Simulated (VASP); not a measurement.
Set up this calculation in VASP 6.6.1, as the native input.

| Property | Result |
| --- | --- |
| Task | single point |
| Functional | PBE |
| Potentials or basis | VASP PAW PBE potentials, release 64 (Co, Ti_sv) |
| Cutoff | 520 eV |
| k mesh | 9 × 9 × 9 |
| Occupations | fermi-dirac, width 0.05 eV |
| Spin | collinear spin, ferromagnetic start |
| Starting moments | [2.0, 1.0] μB |
| Further INCAR settings | ALGO = Normal; EDIFF = 1e-07; NBANDS = 22 |

The structure of TiCo lies in POSCAR:

```
TiCo
1.0
    2.9861109900      0.0000000000      0.0000000000
    0.0000000000      2.9861109900      0.0000000000
    0.0000000000      0.0000000000      2.9861109900
Co Ti
1 1
Direct
    0.5000000000      0.5000000000      0.5000000000
    0.0000000000      0.0000000000      0.0000000000
```

The cell comes from a database or a generator and needn't be the stable form of this composition.

One way to write it, as run:

INCAR

```
SYSTEM = TiCo
  ALGO = Normal
  EDIFF = 1E-7
  ENCUT = 520
  GGA = PE
  ISIF = 2
  ISMEAR = -1
  ISPIN = 2
  LASPH = .TRUE.
  LCHARG = .TRUE.
  LELF = .TRUE.
  LMAXMIX = 4
  LORBIT = 11
  LREAL = .FALSE.
  LVHAR = .TRUE.
  LWAVE = .FALSE.
  MAGMOM = 2 1
  NBANDS = 22
  NELM = 150
  PREC = Accurate
  SIGMA = 0.05
```

KPOINTS

```
k-points
0
G
  9 9 9
  0 0 0
```

Potentials or basis: VASP PAW PBE potentials, release 64 (Co, Ti_sv).

Run with:

```console
$ cat potpaw_PBE.64/Co/POTCAR potpaw_PBE.64/Ti_sv/POTCAR > POTCAR
$ mpirun -np 1 vasp_std > vasp.out
```

Results of the run:

```json
{
 "Pressure": "-1.1 GPa",
 "Band gap on the k mesh": "none (metal or under the smearing width)",
 "Net moment": "0.79 μB per cell",
 "Site moments": "Co +0.88; Ti -0.03 μB",
 "Valence electrons inside the program's atomic spheres": "Co 8.29; Ti 10.29"
}
```

It took 30 s on 1 thread of Intel(R) Xeon(R) Platinum 8488C (Sapphire Rapids), with other jobs on the host, peak memory 0.17 GiB.
